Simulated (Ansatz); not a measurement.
Crystal: Cd.

```
CELL_PARAMETERS angstrom
0.00000 2.21815 2.21815
2.21815 0.00000 2.21815
2.21815 2.21815 0.00000
ATOMIC_POSITIONS crystal
Cd 0.00000 0.00000 0.00000
```

This isn't the form of Cd at room conditions, which is hcp.

* Program: Ansatz 0.2.0
* Task: single point
* Functional: PBE
* Potentials or basis: Ansatz PAW
* Cutoff: 420 eV (not typed: the program's choice for these potentials)
* k mesh: 10 × 10 × 10
* Occupations: fermi-dirac, width 0.05 eV
* Spin: no spin polarisation

On this cell: pressure 2.3 GPa; band gap on the k mesh none (metal or under the smearing width).

The same run follows on a disturbed copy (cell strained at random at fixed volume):

```
CELL_PARAMETERS angstrom
-0.02805 2.22596 2.22309
2.18709 -0.01565 2.21069
2.18797 2.21444 -0.01653
ATOMIC_POSITIONS crystal
Cd 0.99168 0.00422 0.99384
```

Question: What changes?

Answer: The energy (extrapolated to zero smearing) moves by -0.9 meV/atom; pressure 2.2 GPa; band gap on the k mesh none (metal or under the smearing width).

Stress tensor (GPa, compression positive):
```
 2.38 -0.38 -0.38
-0.38  2.18 -0.30
-0.38 -0.30  2.18
```
